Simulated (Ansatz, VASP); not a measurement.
# Al3Au: VASP beside Ansatz

INCAR

```
SYSTEM = Al3Au
ALGO     = Normal         ! electronic algorithm
EDIFF    = 1E-6           ! SCF threshold, eV
ENCUT    = 520            ! plane-wave cutoff, eV
GGA      = PS             ! functional
ISIF     = 2              ! what is computed and relaxed
ISMEAR   = -1             ! smearing method
LASPH    = .True.         ! aspherical terms in the spheres
LCHARG   = .True.         ! write CHGCAR
LELF     = .True.         ! ELF
LREAL    = .False.        ! projectors in reciprocal space
LVHAR    = .True.       
LWAVE    = .False.        ! write WAVECAR
NBANDS   = 18             ! bands
NELM     = 80             ! most SCF steps
PREC     = Accurate       ! precision mode
SIGMA    = 0.05           ! smearing width, eV
```

Contents of KPOINTS:

```
k-points
0
Gamma
  9 9 9
  0 0 0
```

File POSCAR:

```
Al3Au
1.0
   -2.0387461922      2.0387461922      4.0834656836
    2.0387461922     -2.0387461922      4.0834656836
    2.0387461922      2.0387461922     -4.0834656836
Au Al
1 3
Direct
    0.0000000000      0.0000000000      0.0000000000
    0.5000000000      0.5000000000      0.0000000000
    0.2500000000      0.7500000000      0.5000000000
    0.7500000000      0.2500000000      0.5000000000
```

Contents of input.yaml:

```yaml
crystal:
  lattice:
    - [-2.0387461922, 2.0387461922, 4.0834656836]
    - [2.0387461922, -2.0387461922, 4.0834656836]
    - [2.0387461922, 2.0387461922, -4.0834656836]
  atoms:
    - { symbol: Au, position: [0.0, 0.0, 0.0] }
    - { symbol: Al, position: [0.5, 0.5, 0.0] }
    - { symbol: Al, position: [0.25, 0.75, 0.5] }
    - { symbol: Al, position: [0.75, 0.25, 0.5] }
kpoints:
  mp_grid: { grid: [9, 9, 9] }
scf:
  occupations: { method: fermi_dirac, width: 0.05 }
hamiltonian:
  xc: pbesol
  pseudopotentials: { kind: all_electron, lapw: { basis_error: 0.001 } }
output:
  forces: true
  stress: true
  eigenvalues: true
```

Change from the starting cell: volume scaled by 1.02.

Alike in both runs: task single point; functional PBEsol; k mesh 9 × 9 × 9; occupations fermi-dirac, width 0.05 eV; no spin polarisation.

|  | VASP | Ansatz |
| --- | --- | --- |
| version | VASP 6.6.1 | Ansatz 0.2.0 |
| potentials or method | VASP PAW PBE potentials, release 64 (Au, Al) | all-electron LAPW, scalar-relativistic |
| plane-wave cutoff (eV) | 520 | see its input |

```tsv
	VASP	Ansatz	Ansatz less VASP
gap on the k mesh at the Fermi level (eV)	none	none	-
pressure (GPa)	-4.4	-4.3	+0.03
largest component of the traceless stress (GPa)	0.25	0.27	+0.017
```

A gap of «none» marks a metal or a gap that the smearing closes. Ansatz ran all-electron here, so the differences hold the error of VASP's frozen core and of both bases.

Caveats: the PAW data sets were made with another functional, which shifts forces and pressure a little (VASP). Spin-orbit coupling is left out, which matters for the levels of Au.
